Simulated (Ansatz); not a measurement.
Runs of Ansatz 0.2.0 on Nb. Symmetry: Im-3m, No. 229, cubic system. Conventional cell: a = 3.328 Å, b = 3.328 Å, c = 3.328 Å, α = 90.00°, β = 90.00°, γ = 90.00°. Nb (site symmetry m-3m) has 8 Nb at 2.88 Å as nearest neighbours. 

| potentials or basis | cutoff (eV) | gap on the mesh (eV) | pressure (GPa) |
| --- | --- | --- | --- |
| SPMS NC | 762 | none | -1.8 |
| Ansatz PAW | 420 | none | -2.0 |
| Ansatz NC | 1116 | none | -2.0 |
| PseudoDojo stringent (PBE files) | 1116 | none | (a) |
| Ansatz PAW earlier set | 770 | none | -2.0 |

Alike in all rows: task band structure; level PBE; no spin polarisation; cell as given; k mesh 11 × 11 × 11; smearing fermi-dirac 0.05 eV.

**Question.** Fill in the values left out.

**Answer.** (a) -1.9.

A k mesh can miss the band edges, and the runs leave out spin-orbit coupling on Nb.

A gap of «none» marks a metal or a gap under the smearing width.
